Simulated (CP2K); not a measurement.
Set up this calculation in CP2K 2026.2, as the native input.

```yaml
Task: band structure
Functional: SCAN
Potentials_or_basis: POTENTIAL_UZH Si GTH-SCAN-q4; TZVP-MOLOPT-SCAN-GTH basis
Density_cutoff: 9184 eV
k_mesh: 12 × 12 × 11
Occupations: fermi-dirac, width 0.05 eV
Spin: no spin polarisation
SCF_solver: diagonalisation with k points
Quickstep_method: GPW
EPS_DEFAULT: 1.0E-9
EPS_SCF: 1.0E-6
MAX_SCF: 100
SCF_GUESS: ATOMIC
k_points_reduced_by_the_point_group: yes
Mesh_centred_on_Gamma: yes
CHOLESKY: OFF
EPS_EIGVAL: 1.0E-7
MIXING_METHOD: BROYDEN_MIXING
MIXING_ALPHA: 0.4
NBUFFER: 8
NGRIDS: 5
Basis_sets: Si TZVP-MOLOPT-SCAN-GTH-q4
Potentials: Si GTH-SCAN-q4 of POTENTIAL_UZH
ADDED_MOS: "[8]"
Points_a_segment_of_the_path_NPOINTS: 8
Bands_added_on_the_path: 2
REL_CUTOFF_Ry: 60 Ry
MIXING_BETA_1/bohr: 1.5 1/bohr
CUTOFF_of_the_grids: 675 Ry
```

The system is Si.

```
Si
1.0
     2.62054    0.00000    0.00000
    -1.31027    2.26946    0.00000
     0.00000    0.00000    2.46635
Si
1
Direct
  0.00000 0.00000 0.00000
```

This isn't the form of Si at room conditions, which is diamond.

One way to write it, as run:

si_bands.inp

```
&GLOBAL
  PROJECT si_bands
  RUN_TYPE ENERGY_FORCE
  PRINT_LEVEL LOW
&END GLOBAL
&FORCE_EVAL
  METHOD QS
  STRESS_TENSOR ANALYTICAL
  &DFT
    BASIS_SET_FILE_NAME BASIS_MOLOPT_UZH
    POTENTIAL_FILE_NAME POTENTIAL_UZH
    &MGRID
      CUTOFF 675
      REL_CUTOFF 60
      NGRIDS 5
    &END MGRID
    &QS
      METHOD GPW
      EPS_DEFAULT 1.0E-9
    &END QS
    &KPOINTS
      SCHEME MONKHORST-PACK 12 12 11
      GAMMA_CENTERED T
      SYMMETRY T
      SYMMETRY_BACKEND SPGLIB
    &END KPOINTS
    &SCF
      SCF_GUESS ATOMIC
      EPS_SCF 1.0E-6
      MAX_SCF 100
      ADDED_MOS 8
      CHOLESKY OFF
      EPS_EIGVAL 1.0E-7
      &DIAGONALIZATION ON
        ALGORITHM STANDARD
      &END DIAGONALIZATION
      &MIXING ON
        METHOD BROYDEN_MIXING
        ALPHA 0.4
        BETA 1.5
        NBUFFER 8
      &END MIXING
      &SMEAR ON
        METHOD FERMI_DIRAC
        ELECTRONIC_TEMPERATURE 580.23
      &END SMEAR
    &END SCF
    &XC
      &XC_FUNCTIONAL
        &MGGA_X_SCAN
        &END MGGA_X_SCAN
        &MGGA_C_SCAN
        &END MGGA_C_SCAN
      &END XC_FUNCTIONAL
    &END XC
    &PRINT
      &KPOINTS ON
      &END KPOINTS
      &MULLIKEN ON
      &END MULLIKEN
      &MO ON
        ENERGIES T
        OCCUPATION_NUMBERS T
        &EACH
          QS_SCF 0
        &END EACH
        ADD_LAST NUMERIC
      &END MO
      &LOWDIN ON
      &END LOWDIN
      &HIRSHFELD ON
        SHAPE_FUNCTION DENSITY
      &END HIRSHFELD
      &BAND_STRUCTURE
        FILE_NAME bands.bs
        ADDED_MOS 2
        &KPOINT_SET
          UNITS B_VECTOR
          NPOINTS 8
          SPECIAL_POINT GAMMA 0.00000000 0.00000000 0.00000000
          SPECIAL_POINT M 0.50000000 0.00000000 0.00000000
          SPECIAL_POINT K 0.33333333 0.33333333 0.00000000
          SPECIAL_POINT GAMMA 0.00000000 0.00000000 0.00000000
          SPECIAL_POINT A 0.00000000 0.00000000 0.50000000
          SPECIAL_POINT L 0.50000000 0.00000000 0.50000000
          SPECIAL_POINT H 0.33333333 0.33333333 0.50000000
          SPECIAL_POINT A 0.00000000 0.00000000 0.50000000
        &END KPOINT_SET
        &KPOINT_SET
          UNITS B_VECTOR
          NPOINTS 8
          SPECIAL_POINT L 0.50000000 0.00000000 0.50000000
          SPECIAL_POINT M 0.50000000 0.00000000 0.00000000
        &END KPOINT_SET
        &KPOINT_SET
          UNITS B_VECTOR
          NPOINTS 8
          SPECIAL_POINT K 0.33333333 0.33333333 0.00000000
          SPECIAL_POINT H 0.33333333 0.33333333 0.50000000
        &END KPOINT_SET
      &END BAND_STRUCTURE
    &END PRINT
  &END DFT
  &SUBSYS
    &CELL
      A 2.6205428149 0.0000000000 0.0000000000
      B -1.3102714075 2.2694566494 0.0000000000
      C 0.0000000000 0.0000000000 2.4663543900
      PERIODIC XYZ
    &END CELL
    &COORD
      SCALED
      Si  0.0000000000 0.0000000000 0.0000000000
    &END COORD
    &KIND Si
      BASIS_SET TZVP-MOLOPT-SCAN-GTH-q4
      POTENTIAL GTH-SCAN-q4
    &END KIND
    &PRINT
      &ATOMIC_COORDINATES ON
      &END ATOMIC_COORDINATES
      &CELL ON
      &END CELL
    &END PRINT
  &END SUBSYS
  &PRINT
    &FORCES ON
    &END FORCES
    &STRESS_TENSOR ON
    &END STRESS_TENSOR
  &END PRINT
&END FORCE_EVAL
```

Potentials or basis: POTENTIAL_UZH Si GTH-SCAN-q4; TZVP-MOLOPT-SCAN-GTH basis.

The run is started by

```bash
$ OMP_NUM_THREADS=1 cp2k.psmp -i si_bands.inp -o si_bands.out
```

It gave:

```json
{
  "Pressure": "1.5 GPa",
  "Band gap on the k mesh": "none (metal or under the smearing width)"
}
```

Caveat: the basis of atomic orbitals isn't converged, which shifts pressures, moduli and gaps.

Run time: 89 s on 1 thread of AMD EPYC 7R43 64-Core Processor (Zen 3), on a shared host, peak memory 0.28 GiB.
